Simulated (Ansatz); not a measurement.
# Germanium, diamond under PBE: convergence with the plane-wave cutoff, part 2 of 2

How high must the plane-wave cutoff be for energy and pressure to settle? The geometry was relaxed under PBE beforehand and stays fixed; 9 values are run, from 150 to 800 eV. Wanted are the values from which on the energy stays within 10 and 1 meV/atom, and the pressure within 0.5 GPa, of the last run. Within the series other settings stay, but some runs also write fields, which adds to their time. Spin polarisation is left out.

Ansatz 0.2.0; DFT PBE, plane waves with PAW, scalar-relativistic.

### Step 6. Cutoff 300 eV

The run at 300 eV.

input.yaml reads:

```yaml
crystal:
  lattice:
    - [0.0, 2.8859759802, 2.8859759802]
    - [2.8859759802, 0.0, 2.8859759802]
    - [2.8859759802, 2.8859759802, 0.0]
  atoms:
    - { symbol: Ge, position: [0.5, 0.5, 0.5] }
    - { symbol: Ge, position: [0.75, 0.75, 0.75] }
hamiltonian:
  xc: pbe
  pseudopotentials:
    kind: paw
    azcp:
      Ge: "pseudopotentials/Ge.paw.azcp"
basis:
  ecutwfc: 300
  fft_grid_basis: typed
kpoints:
  mp_grid: { grid: [10, 10, 10], shift: [0, 0, 0] }
magnetization:
  spin_polarized: false
scf:
  occupations: { method: fermi_dirac, width: 0.05 }
  lower_state_search: "off"
output:
  stress: true
```

The run is started by

```sh
$ ansatz run input.yaml --threads 1 --pin off --max-ram 3584MiB --backend cpu --events-out ev --progress --plain --runs-dir out
```

Standard output:

```text
Warning: basis.ecutwfc = 300 eV is below the records' recommended 420 eV, and the density's cutoff is lower with it unless basis.ecutrho_ratio is high enough to keep the records' density cutoff: compare with a run at a higher cutoff
Engine: ansatz 0.2.0, x86_64-unknown-linux-gnu
Pseudopotentials: kind: paw
Pseudopotential: Ge, paw, valence charge 14, recommended cutoff 420 eV (normal), <dir>
Functional definition: PBE
  parameter kappa = 0.804
  parameter beta = 0.06672455060314922
  exchange = pbe_x(kappa = kappa, mu = beta*pi^2/3)
  correlation = pbe_c(beta = beta)
Crystal: 2 atoms, lattice volume = 48.074 Å³
Basis set: ecut = 300 eV, 537 PW (Γ)
Bands: 18, of which v1, the nominal top of the filled ones, is band 14 counted from 1 (13 counted from 0)
Symmetry: 48 space group operations
Space group: Fd-3m (ITA 227), of the structure as read, at distance tolerance 3.6e-5 Å
k-points: 47 of 1000
Non-local potential: Ge, projectors of the file, l = 0: 2, l = 1: 2, l = 2: 3, l = 3: 1
PAW form: soft (Blöchl's): semilocal exchange-correlation on the pseudo side does not see the compensation charge
PAW one-centre angular grid: Ge, 590 points (default); XC on 64 Gauss nodes
Initial density: superposition of atomic densities (neutral atoms: chi_scale 0, normalization atom), corrected by the library's trained network
Initial wavefunctions: pseudopotential atomic-orbital guess
Functional: x = pbe(κ = 0.804, μ = 0.2195149727645171), c = pbe(β = 0.06672455060314922)
SCF iter   1: F=—  HF=-8589.709963 eV  |F-HF|=—  |Δ(HF+E_count)|=         —  Δρ=1.99e-3  dr2=1.83e-3  ethr=1.77e-3  ⟨swp⟩=5.7  Hψ=3870  notcnv=0
preconditioner: auto → none  [insulator: Δε(μ)=0.213 eV  Ē_g=23.201 eV  σ=0.050 eV  W_gap=0.65  n_scr=14 (ndim 8)  ℏωp=28.3 eV  f_vac=0.094  D(μ)=0.11/eV (n_scr^D=0)  ε∞_Penn≈2.5]
SCF iter   2: F=—  HF=-8589.701445 eV  |F-HF|=—  |Δ(HF+E_count)|=   8.52e-3  Δρ=2.16e-3  dr2=1.21e-3  ethr=6.55e-6  ⟨swp⟩=2.0  Hψ=2065  notcnv=0
SCF iter   3: F=—  HF=-8589.701382 eV  |F-HF|=—  |Δ(HF+E_count)|=   6.28e-5  Δρ=5.78e-4  dr2=9.34e-5  ethr=4.33e-6  ⟨swp⟩=1.7  Hψ=887  notcnv=0
SCF iter   4: F=—  HF=-8589.701391 eV  |F-HF|=—  |Δ(HF+E_count)|=   8.70e-6  Δρ=5.27e-5  dr2=9.89e-7  ethr=3.34e-7  ⟨swp⟩=2.1  Hψ=1497  notcnv=0
iter 5 did not close the SCF: its close was put off for the readings that it lacked (scf_convergence_deferred on its scf_iter line)
SCF iter   5: F=-8589.701392 eV  HF=-8589.701392 eV  |F-HF|=2.01e-8  |Δ(HF+E_count)|=   6.96e-7  Δρ=1.02e-5  dr2=2.38e-8  ethr=3.53e-9  ⟨swp⟩=2.0  Hψ=1502  notcnv=0
SCF iter   6: F=-8589.701392 eV  HF=-8589.701392 eV  |F-HF|=2.04e-10  |Δ(HF+E_count)|=   8.34e-9  Δρ=1.55e-6  dr2=9.70e-10  ethr=8.50e-11  ⟨swp⟩=2.0  Hψ=2834  notcnv=0
SCF 1 converged in 6 iterations: F = -8589.701392 eV  dr2 = 9.70e-10
SCF converged after 6 iterations
Free energy (F): -8589.701392 eV
Harris-Foulkes:  -8589.701392 eV  (|F-HF|=2.04e-10)
Internal energy: -8589.700384 eV  (E = F + TS)
E sigma→0 (E₀):  -8589.700888 eV
Entropy (-TS):   -0.001008 eV (-0.504 meV/atom)
Fermi energy:    7.761633 eV
--- Per-component energies (eV) ---
  E_band       = -321.195962
  E_kinetic    = 221.392141
  E_local      = -5029.613263  (includes V_loc(G=0)·N_el)
  E_nonlocal   = 843.102469
  E_hartree    = 2205.043651
  E_xc         = -150.348108
  E_vxc        = -128.154034  (∫ρ·V_xc dr)
  E_paw        = -4045.264698  (= ΣΔE_a)
  E_vpaw       = -637.998085  (= ΣTr[D̂ρ^β])
  E_aug_tail   = -0.012052  (compensation charges beyond the density's cutoff)
  E_ewald      = -2634.000525
  E_smearing   = -0.001008  (= −TS)
  E_closure    = -0.000000  (closes the sum)
  Σ components = -8589.701392   (vs F -8589.701392, Δ=0.00e0)
--- Stress (GPa, compression-positive) ---
       -0.327370       0.000000      -0.000000
       -0.000000      -0.327370       0.000000
        0.000000      -0.000000      -0.327370
  P = ⅓ Tr σ = -0.3274 GPa (-3.274 kbar)
```

Wall time 1.8 s (1 thread of Intel Xeon Platinum 8259CL at 2.50GHz (Skylake/Cascade Lake), shared host); peak memory 0.47 GiB.

### Step 7. Cutoff 350 eV

The run at 350 eV.

Changes to input.yaml since step 6:

```diff
@@ -15,3 +15,3 @@
 basis:
-  ecutwfc: 300
+  ecutwfc: 350
   fft_grid_basis: typed
```

The run is started by

```sh
$ ansatz run input.yaml --threads 1 --pin off --max-ram 3584MiB --backend cpu --events-out ev --progress --plain --runs-dir out
```

Standard output:

```text
Warning: basis.ecutwfc = 350 eV is below the records' recommended 420 eV, and the density's cutoff is lower with it unless basis.ecutrho_ratio is high enough to keep the records' density cutoff: compare with a run at a higher cutoff
[... 8 set-up lines as earlier in the session ...]
Crystal: 2 atoms, lattice volume = 48.074 Å³
Basis set: ecut = 350 eV, 725 PW (Γ)
Bands: 18, of which v1, the nominal top of the filled ones, is band 14 counted from 1 (13 counted from 0)
[... 2 set-up lines as earlier in the session ...]
k-points: 47 of 1000
[... 6 set-up lines as earlier in the session ...]
SCF iter   1: F=—  HF=-8589.948242 eV  |F-HF|=—  |Δ(HF+E_count)|=         —  Δρ=1.57e-3  dr2=1.56e-3  ethr=1.77e-3  ⟨swp⟩=5.9  Hψ=4000  notcnv=0
preconditioner: auto → none  [insulator: Δε(μ)=0.213 eV  Ē_g=23.202 eV  σ=0.050 eV  W_gap=0.65  n_scr=14 (ndim 8)  ℏωp=28.3 eV  f_vac=0.098  D(μ)=0.11/eV (n_scr^D=0)  ε∞_Penn≈2.5]
SCF iter   2: F=—  HF=-8589.947927 eV  |F-HF|=—  |Δ(HF+E_count)|=   3.15e-4  Δρ=7.19e-4  dr2=2.72e-4  ethr=5.56e-6  ⟨swp⟩=2.9  Hψ=1821  notcnv=0
SCF iter   3: F=—  HF=-8589.948109 eV  |F-HF|=—  |Δ(HF+E_count)|=   1.81e-4  Δρ=3.47e-4  dr2=3.38e-5  ethr=9.73e-7  ⟨swp⟩=2.0  Hψ=1507  notcnv=0
SCF iter   4: F=—  HF=-8589.948071 eV  |F-HF|=—  |Δ(HF+E_count)|=   3.77e-5  Δρ=1.10e-4  dr2=4.55e-6  ethr=1.21e-7  ⟨swp⟩=2.0  Hψ=1424  notcnv=0
SCF iter   5: F=—  HF=-8589.948075 eV  |F-HF|=—  |Δ(HF+E_count)|=   3.39e-6  Δρ=4.59e-5  dr2=4.35e-7  ethr=1.63e-8  ⟨swp⟩=2.0  Hψ=1508  notcnv=0
SCF iter   6: F=-8589.948074 eV  HF=-8589.948074 eV  |F-HF|=5.64e-8  |Δ(HF+E_count)|=   4.39e-7  Δρ=1.12e-5  dr2=2.37e-8  ethr=3.57e-10  ⟨swp⟩=4.0  Hψ=3006  notcnv=0
SCF 1 converged in 6 iterations: F = -8589.948074 eV  dr2 = 2.37e-8
SCF converged after 6 iterations
Free energy (F): -8589.948074 eV
Harris-Foulkes:  -8589.948074 eV  (|F-HF|=5.64e-8)
Internal energy: -8589.947076 eV  (E = F + TS)
E sigma→0 (E₀):  -8589.947575 eV
Entropy (-TS):   -0.000999 eV (-0.499 meV/atom)
Fermi energy:    7.766841 eV
--- Per-component energies (eV) ---
  E_band       = -317.658743
  E_kinetic    = 221.508573
  E_local      = -5026.767282  (includes V_loc(G=0)·N_el)
  E_nonlocal   = 837.108717
  E_hartree    = 2202.593564
  E_xc         = -150.492748
  E_vxc        = -128.335291  (∫ρ·V_xc dr)
  E_paw        = -4039.901995  (= ΣΔE_a)
  E_vpaw       = -626.376696  (= ΣTr[D̂ρ^β])
  E_aug_tail   = 0.004620  (compensation charges beyond the density's cutoff)
  E_ewald      = -2634.000525
  E_smearing   = -0.000999  (= −TS)
  E_closure    = 0.000000  (closes the sum)
  Σ components = -8589.948074   (vs F -8589.948074, Δ=0.00e0)
--- Stress (GPa, compression-positive) ---
       -0.271299      -0.000000       0.000000
       -0.000000      -0.271299       0.000000
       -0.000000      -0.000000      -0.271299
  P = ⅓ Tr σ = -0.2713 GPa (-2.713 kbar)
```

Wall time 1.8 s (1 thread of Intel Xeon Platinum 8259CL at 2.50GHz (Skylake/Cascade Lake), shared host); peak memory 0.48 GiB.

### Step 8. Cutoff 420 eV

The run at 420 eV.

Changes to input.yaml since step 7:

```diff
@@ -15,3 +15,3 @@
 basis:
-  ecutwfc: 350
+  ecutwfc: 420
   fft_grid_basis: typed
```

The run is started by

```sh
$ ansatz run input.yaml --threads 1 --pin off --max-ram 3584MiB --backend cpu --events-out ev --progress --plain --runs-dir out
```

Standard output:

```text
[... 8 set-up lines as earlier in the session ...]
Crystal: 2 atoms, lattice volume = 48.074 Å³
Basis set: ecut = 420 eV, 941 PW (Γ)
Bands: 18, of which v1, the nominal top of the filled ones, is band 14 counted from 1 (13 counted from 0)
[... 2 set-up lines as earlier in the session ...]
k-points: 47 of 1000
[... 6 set-up lines as earlier in the session ...]
SCF iter   1: F=—  HF=-8589.965218 eV  |F-HF|=—  |Δ(HF+E_count)|=         —  Δρ=1.57e-3  dr2=1.53e-3  ethr=1.77e-3  ⟨swp⟩=6.0  Hψ=4042  notcnv=0
preconditioner: auto → none  [insulator: Δε(μ)=0.213 eV  Ē_g=23.200 eV  σ=0.050 eV  W_gap=0.65  n_scr=14 (ndim 8)  ℏωp=28.3 eV  f_vac=0.096  D(μ)=0.11/eV (n_scr^D=0)  ε∞_Penn≈2.5]
SCF iter   2: F=—  HF=-8589.964840 eV  |F-HF|=—  |Δ(HF+E_count)|=   3.79e-4  Δρ=9.38e-4  dr2=3.57e-4  ethr=5.47e-6  ⟨swp⟩=2.0  Hψ=1757  notcnv=0
SCF iter   3: F=—  HF=-8589.964894 eV  |F-HF|=—  |Δ(HF+E_count)|=   5.48e-5  Δρ=2.82e-4  dr2=3.32e-5  ethr=1.28e-6  ⟨swp⟩=2.0  Hψ=1506  notcnv=0
SCF iter   4: F=—  HF=-8589.964917 eV  |F-HF|=—  |Δ(HF+E_count)|=   2.22e-5  Δρ=8.55e-5  dr2=3.00e-6  ethr=1.18e-7  ⟨swp⟩=2.0  Hψ=1504  notcnv=0
SCF iter   5: F=—  HF=-8589.964919 eV  |F-HF|=—  |Δ(HF+E_count)|=   1.95e-6  Δρ=1.55e-5  dr2=5.78e-8  ethr=1.07e-8  ⟨swp⟩=2.0  Hψ=1508  notcnv=0
SCF iter   6: F=-8589.964919 eV  HF=-8589.964919 eV  |F-HF|=1.96e-9  |Δ(HF+E_count)|=   3.27e-9  Δρ=1.93e-6  dr2=8.74e-10  ethr=2.06e-10  ⟨swp⟩=4.0  Hψ=2536  notcnv=0
SCF 1 converged in 6 iterations: F = -8589.964919 eV  dr2 = 8.74e-10
SCF converged after 6 iterations
Free energy (F): -8589.964919 eV
Harris-Foulkes:  -8589.964919 eV  (|F-HF|=1.96e-9)
Internal energy: -8589.963922 eV  (E = F + TS)
E sigma→0 (E₀):  -8589.964420 eV
Entropy (-TS):   -0.000997 eV (-0.499 meV/atom)
Fermi energy:    7.766760 eV
--- Per-component energies (eV) ---
  E_band       = -317.242825
  E_kinetic    = 221.581545
  E_local      = -5026.357471  (includes V_loc(G=0)·N_el)
  E_nonlocal   = 836.289546
  E_hartree    = 2202.249141
  E_xc         = -150.517682
  E_vxc        = -128.363284  (∫ρ·V_xc dr)
  E_paw        = -4039.209046  (= ΣΔE_a)
  E_vpaw       = -624.894617  (= ΣTr[D̂ρ^β])
  E_aug_tail   = 0.000570  (compensation charges beyond the density's cutoff)
  E_ewald      = -2634.000525
  E_smearing   = -0.000997  (= −TS)
  E_closure    = -0.000000  (closes the sum)
  Σ components = -8589.964919   (vs F -8589.964919, Δ=0.00e0)
--- Stress (GPa, compression-positive) ---
       -0.316169      -0.000000       0.000000
        0.000000      -0.316169      -0.000000
       -0.000000       0.000000      -0.316169
  P = ⅓ Tr σ = -0.3162 GPa (-3.162 kbar)
```

Run time: 2 s. Hardware: 1 thread of Intel Xeon Platinum 8259CL at 2.50GHz (Skylake/Cascade Lake), shared host; peak memory 0.5 GiB.

### Step 9. Cutoff 500 eV

The run at 500 eV.

Changes to input.yaml since step 8:

```diff
@@ -15,3 +15,3 @@
 basis:
-  ecutwfc: 420
+  ecutwfc: 500
   fft_grid_basis: typed
```

The run is started by

```sh
$ ansatz run input.yaml --threads 1 --pin off --max-ram 3584MiB --backend cpu --events-out ev --progress --plain --runs-dir out
```

Standard output:

```text
[... 8 set-up lines as earlier in the session ...]
Crystal: 2 atoms, lattice volume = 48.074 Å³
Basis set: ecut = 500 eV, 1243 PW (Γ)
Bands: 18, of which v1, the nominal top of the filled ones, is band 14 counted from 1 (13 counted from 0)
[... 2 set-up lines as earlier in the session ...]
k-points: 47 of 1000
[... 6 set-up lines as earlier in the session ...]
SCF iter   1: F=—  HF=-8589.967105 eV  |F-HF|=—  |Δ(HF+E_count)|=         —  Δρ=1.59e-3  dr2=1.55e-3  ethr=1.77e-3  ⟨swp⟩=6.0  Hψ=4055  notcnv=0
preconditioner: auto → none  [insulator: Δε(μ)=0.213 eV  Ē_g=23.200 eV  σ=0.050 eV  W_gap=0.65  n_scr=14 (ndim 8)  ℏωp=28.3 eV  f_vac=0.092  D(μ)=0.11/eV (n_scr^D=0)  ε∞_Penn≈2.5]
SCF iter   2: F=—  HF=-8589.966768 eV  |F-HF|=—  |Δ(HF+E_count)|=   3.36e-4  Δρ=8.68e-4  dr2=3.29e-4  ethr=5.52e-6  ⟨swp⟩=2.0  Hψ=1767  notcnv=0
SCF iter   3: F=—  HF=-8589.966854 eV  |F-HF|=—  |Δ(HF+E_count)|=   8.53e-5  Δρ=3.11e-4  dr2=3.73e-5  ethr=1.18e-6  ⟨swp⟩=2.0  Hψ=1506  notcnv=0
SCF iter   4: F=—  HF=-8589.966847 eV  |F-HF|=—  |Δ(HF+E_count)|=   6.26e-6  Δρ=9.82e-5  dr2=3.88e-6  ethr=1.33e-7  ⟨swp⟩=2.0  Hψ=1473  notcnv=0
SCF iter   5: F=—  HF=-8589.966849 eV  |F-HF|=—  |Δ(HF+E_count)|=   1.79e-6  Δρ=2.51e-5  dr2=1.45e-7  ethr=1.38e-8  ⟨swp⟩=2.0  Hψ=1508  notcnv=0
SCF iter   6: F=-8589.966849 eV  HF=-8589.966849 eV  |F-HF|=1.21e-8  |Δ(HF+E_count)|=   1.03e-7  Δρ=4.91e-6  dr2=4.86e-9  ethr=3.57e-10  ⟨swp⟩=4.0  Hψ=2558  notcnv=0
SCF 1 converged in 6 iterations: F = -8589.966849 eV  dr2 = 4.86e-9
SCF converged after 6 iterations
Free energy (F): -8589.966849 eV
Harris-Foulkes:  -8589.966849 eV  (|F-HF|=1.21e-8)
Internal energy: -8589.965853 eV  (E = F + TS)
E sigma→0 (E₀):  -8589.966351 eV
Entropy (-TS):   -0.000996 eV (-0.498 meV/atom)
Fermi energy:    7.766548 eV
--- Per-component energies (eV) ---
  E_band       = -317.340680
  E_kinetic    = 221.531679
  E_local      = -5026.540624  (includes V_loc(G=0)·N_el)
  E_nonlocal   = 836.596745
  E_hartree    = 2202.408985
  E_xc         = -150.502668
  E_vxc        = -128.343802  (∫ρ·V_xc dr)
  E_paw        = -4039.459477  (= ΣΔE_a)
  E_vpaw       = -625.408395  (= ΣTr[D̂ρ^β])
  E_aug_tail   = 0.000032  (compensation charges beyond the density's cutoff)
  E_ewald      = -2634.000525
  E_smearing   = -0.000996  (= −TS)
  E_closure    = 0.000000  (closes the sum)
  Σ components = -8589.966849   (vs F -8589.966849, Δ=0.00e0)
--- Stress (GPa, compression-positive) ---
       -0.315216       0.000000       0.000000
        0.000000      -0.315216      -0.000000
        0.000000      -0.000000      -0.315216
  P = ⅓ Tr σ = -0.3152 GPa (-3.152 kbar)
```

It took 3.1 s on 1 thread of Intel Xeon Platinum 8259CL at 2.50GHz (Skylake/Cascade Lake), shared host; peak memory 0.51 GiB.

### Step 10. Cutoff 600 eV

The run at 600 eV.

Changes to input.yaml since step 9:

```diff
@@ -15,3 +15,3 @@
 basis:
-  ecutwfc: 500
+  ecutwfc: 600
   fft_grid_basis: typed
```

The run is started by

```sh
$ ansatz run input.yaml --threads 1 --pin off --max-ram 3584MiB --backend cpu --events-out ev --progress --plain --runs-dir out
```

Standard output:

```text
[... 8 set-up lines as earlier in the session ...]
Crystal: 2 atoms, lattice volume = 48.074 Å³
Basis set: ecut = 600 eV, 1639 PW (Γ)
Bands: 18, of which v1, the nominal top of the filled ones, is band 14 counted from 1 (13 counted from 0)
[... 2 set-up lines as earlier in the session ...]
k-points: 47 of 1000
[... 6 set-up lines as earlier in the session ...]
SCF iter   1: F=—  HF=-8589.967544 eV  |F-HF|=—  |Δ(HF+E_count)|=         —  Δρ=1.61e-3  dr2=1.56e-3  ethr=1.77e-3  ⟨swp⟩=6.0  Hψ=4062  notcnv=0
preconditioner: auto → none  [insulator: Δε(μ)=0.213 eV  Ē_g=23.200 eV  σ=0.050 eV  W_gap=0.65  n_scr=14 (ndim 8)  ℏωp=28.3 eV  f_vac=0.095  D(μ)=0.11/eV (n_scr^D=0)  ε∞_Penn≈2.5]
SCF iter   2: F=—  HF=-8589.967219 eV  |F-HF|=—  |Δ(HF+E_count)|=   3.25e-4  Δρ=8.47e-4  dr2=3.22e-4  ethr=5.56e-6  ⟨swp⟩=2.0  Hψ=1767  notcnv=0
SCF iter   3: F=—  HF=-8589.967313 eV  |F-HF|=—  |Δ(HF+E_count)|=   9.46e-5  Δρ=3.26e-4  dr2=3.94e-5  ethr=1.15e-6  ⟨swp⟩=2.0  Hψ=1506  notcnv=0
SCF iter   4: F=—  HF=-8589.967299 eV  |F-HF|=—  |Δ(HF+E_count)|=   1.41e-5  Δρ=1.02e-4  dr2=4.09e-6  ethr=1.41e-7  ⟨swp⟩=2.0  Hψ=1466  notcnv=0
SCF iter   5: F=—  HF=-8589.967301 eV  |F-HF|=—  |Δ(HF+E_count)|=   1.74e-6  Δρ=2.70e-5  dr2=1.68e-7  ethr=1.46e-8  ⟨swp⟩=2.0  Hψ=1508  notcnv=0
SCF iter   6: F=-8589.967301 eV  HF=-8589.967301 eV  |F-HF|=1.81e-8  |Δ(HF+E_count)|=   1.29e-7  Δρ=6.06e-6  dr2=7.42e-9  ethr=3.57e-10  ⟨swp⟩=4.0  Hψ=2735  notcnv=0
SCF 1 converged in 6 iterations: F = -8589.967301 eV  dr2 = 7.42e-9
SCF converged after 6 iterations
Free energy (F): -8589.967301 eV
Harris-Foulkes:  -8589.967301 eV  (|F-HF|=1.81e-8)
Internal energy: -8589.966305 eV  (E = F + TS)
E sigma→0 (E₀):  -8589.966803 eV
Entropy (-TS):   -0.000996 eV (-0.498 meV/atom)
Fermi energy:    7.766521 eV
--- Per-component energies (eV) ---
  E_band       = -317.362897
  E_kinetic    = 221.507405
  E_local      = -5026.603827  (includes V_loc(G=0)·N_el)
  E_nonlocal   = 836.701269
  E_hartree    = 2202.464331
  E_xc         = -150.496812
  E_vxc        = -128.336330  (∫ρ·V_xc dr)
  E_paw        = -4039.538289  (= ΣΔE_a)
  E_vpaw       = -625.567252  (= ΣTr[D̂ρ^β])
  E_aug_tail   = 0.000144  (compensation charges beyond the density's cutoff)
  E_ewald      = -2634.000525
  E_smearing   = -0.000996  (= −TS)
  E_closure    = 0.000000  (closes the sum)
  Σ components = -8589.967301   (vs F -8589.967301, Δ=0.00e0)
--- Stress (GPa, compression-positive) ---
       -0.314429       0.000000       0.000000
        0.000000      -0.314429       0.000000
        0.000000       0.000000      -0.314429
  P = ⅓ Tr σ = -0.3144 GPa (-3.144 kbar)
```

It took 4.3 s on 1 thread of Intel Xeon Platinum 8259CL at 2.50GHz (Skylake/Cascade Lake), shared host; peak memory 0.55 GiB.

### Step 11. Cutoff 800 eV

The run at 800 eV.

Changes to input.yaml since step 10:

```diff
@@ -15,3 +15,3 @@
 basis:
-  ecutwfc: 600
+  ecutwfc: 800
   fft_grid_basis: typed
@@ -26 +26,5 @@
   stress: true
+  write_density: true
+  write_potential: true
+  elf: true
+  volumetric_format: npy
```

The run is started by

```sh
$ ansatz run input.yaml --threads 1 --pin off --max-ram 3584MiB --backend cpu --events-out ev --progress --plain --runs-dir out
```

Standard output:

```text
[... 8 set-up lines as earlier in the session ...]
Crystal: 2 atoms, lattice volume = 48.074 Å³
Basis set: ecut = 800 eV, 2445 PW (Γ)
Bands: 18, of which v1, the nominal top of the filled ones, is band 14 counted from 1 (13 counted from 0)
[... 2 set-up lines as earlier in the session ...]
k-points: 47 of 1000
[... 6 set-up lines as earlier in the session ...]
SCF iter   1: F=—  HF=-8589.967543 eV  |F-HF|=—  |Δ(HF+E_count)|=         —  Δρ=1.59e-3  dr2=1.53e-3  ethr=1.77e-3  ⟨swp⟩=5.9  Hψ=4088  notcnv=0
preconditioner: auto → none  [insulator: Δε(μ)=0.213 eV  Ē_g=23.200 eV  σ=0.050 eV  W_gap=0.65  n_scr=14 (ndim 8)  ℏωp=28.3 eV  f_vac=0.096  D(μ)=0.11/eV (n_scr^D=0)  ε∞_Penn≈2.5]
SCF iter   2: F=—  HF=-8589.967273 eV  |F-HF|=—  |Δ(HF+E_count)|=   2.70e-4  Δρ=7.87e-4  dr2=3.02e-4  ethr=5.47e-6  ⟨swp⟩=2.0  Hψ=1651  notcnv=0
SCF iter   3: F=—  HF=-8589.967432 eV  |F-HF|=—  |Δ(HF+E_count)|=   1.59e-4  Δρ=3.59e-4  dr2=4.21e-5  ethr=1.08e-6  ⟨swp⟩=2.0  Hψ=1507  notcnv=0
SCF iter   4: F=—  HF=-8589.967385 eV  |F-HF|=—  |Δ(HF+E_count)|=   4.72e-5  Δρ=9.49e-5  dr2=3.63e-6  ethr=1.50e-7  ⟨swp⟩=2.0  Hψ=1499  notcnv=0
SCF iter   5: F=—  HF=-8589.967388 eV  |F-HF|=—  |Δ(HF+E_count)|=   2.67e-6  Δρ=3.60e-5  dr2=2.97e-7  ethr=1.30e-8  ⟨swp⟩=2.0  Hψ=1508  notcnv=0
SCF iter   6: F=-8589.967387 eV  HF=-8589.967388 eV  |F-HF|=6.63e-8  |Δ(HF+E_count)|=   1.72e-7  Δρ=1.26e-5  dr2=3.39e-8  ethr=3.57e-10  ⟨swp⟩=8.7  Hψ=5980  notcnv=0
SCF 1 converged in 6 iterations: F = -8589.967387 eV  dr2 = 3.39e-8
SCF converged after 6 iterations
Free energy (F): -8589.967387 eV
Harris-Foulkes:  -8589.967388 eV  (|F-HF|=6.63e-8)
Internal energy: -8589.966391 eV  (E = F + TS)
E sigma→0 (E₀):  -8589.966889 eV
Entropy (-TS):   -0.000996 eV (-0.498 meV/atom)
Fermi energy:    7.766541 eV
--- Per-component energies (eV) ---
  E_band       = -317.356247
  E_kinetic    = 221.509478
  E_local      = -5026.597351  (includes V_loc(G=0)·N_el)
  E_nonlocal   = 836.696695
  E_hartree    = 2202.458822
  E_xc         = -150.497175
  E_vxc        = -128.336859  (∫ρ·V_xc dr)
  E_paw        = -4039.536372  (= ΣΔE_a)
  E_vpaw       = -625.561651  (= ΣTr[D̂ρ^β])
  E_aug_tail   = 0.000034  (compensation charges beyond the density's cutoff)
  E_ewald      = -2634.000525
  E_smearing   = -0.000996  (= −TS)
  E_closure    = 0.000000  (closes the sum)
  Σ components = -8589.967387   (vs F -8589.967387, Δ=0.00e0)
--- Stress (GPa, compression-positive) ---
       -0.314662      -0.000000       0.000000
       -0.000000      -0.314662       0.000000
        0.000000       0.000000      -0.314662
  P = ⅓ Tr σ = -0.3147 GPa (-3.147 kbar)
--- Band table (eV; the first three rows and the last of 47) ---
  k-point 0: bands = ["-16.9255", "-16.9255", "-16.9255", "-16.8942", "-16.8942", "-16.7130", "-16.7130", "-16.7130", "-16.7050", "-16.7050", "-4.5263", "7.3005", "7.8043", "7.8043", "7.8043", "10.3262", "10.3262", "10.3262"]
  k-point 1: bands = ["-16.9303", "-16.9303", "-16.9240", "-16.8876", "-16.8876", "-16.7218", "-16.7218", "-16.7146", "-16.6972", "-16.6972", "-4.4111", "5.8016", "7.5925", "7.5925", "8.5490", "10.6122", "10.6122", "10.8169"]
  k-point 2: bands = ["-16.9380", "-16.9380", "-16.9202", "-16.8756", "-16.8756", "-16.7325", "-16.7325", "-16.7190", "-16.6888", "-16.6888", "-4.0724", "4.0038", "7.1809", "7.1809", "8.4422", "11.1472", "11.1472", "12.2519"]
  k-point 46: bands = ["-16.9655", "-16.9655", "-16.8487", "-16.8487", "-16.8019", "-16.8019", "-16.7735", "-16.7735", "-16.6581", "-16.6581", "-0.7920", "-0.7920", "4.2365", "4.2365", "11.0804", "11.0804", "13.3586", "13.3586"]
```

Run time: 8.1 s. Hardware: 1 thread of Intel Xeon Platinum 8259CL at 2.50GHz (Skylake/Cascade Lake), shared host; peak memory 0.58 GiB.

### Step 12. All values side by side

Differences are taken from the run at 800 eV.

```csv
cutoff (eV),plane waves at Γ,E(σ → 0) (meV/atom),P (GPa),SCF cycles,CPU time
150,181,47727.26,32.15,7,1.9 s
200,331,8560.43,-1.21,7,1.7 s
250,411,1240.64,-0.27,6,1.7 s
300,537,133.00,-0.33,6,1.8 s
350,725,9.66,-0.27,6,1.8 s
420,941,1.23,-0.32,6,2 s
500,1243,0.27,-0.32,6,3.1 s
600,1639,0.04,-0.31,6,4.3 s
800,2445,0.00,-0.31,6,8.1 s
```

### Step 13. Summary of results

The summary covers parts 1 to 2.

| quantity | value |
| --- | --- |
| E(σ → 0) stays within 10 meV/atom of 800 eV | from 350 eV on |
| E(σ → 0) stays within 1 meV/atom | from 500 eV on |
| pressure stays within 0.5 GPa | from 250 eV on |
| pressure at 800 eV | -0.31 GPa |
| CPU time, dearest over cheapest | 4.9 |
| run at the usual settings (mesh 9×9×9 against the series' 10×10×10, 420 eV) | +2.5 meV/atom from 800 eV, -0.31 GPa |

In words: The far end, 150 eV, lies +47727 meV/atom and +32.5 GPa from the yardstick. The energy falls at each step up in cutoff, as the variational principle asks. 1 meV/atom is reached at 500 eV; energy differences often converge earlier, as errors cancel. The cell taken over is 6 % larger than the measured one (22.63 Å³/atom, COD).
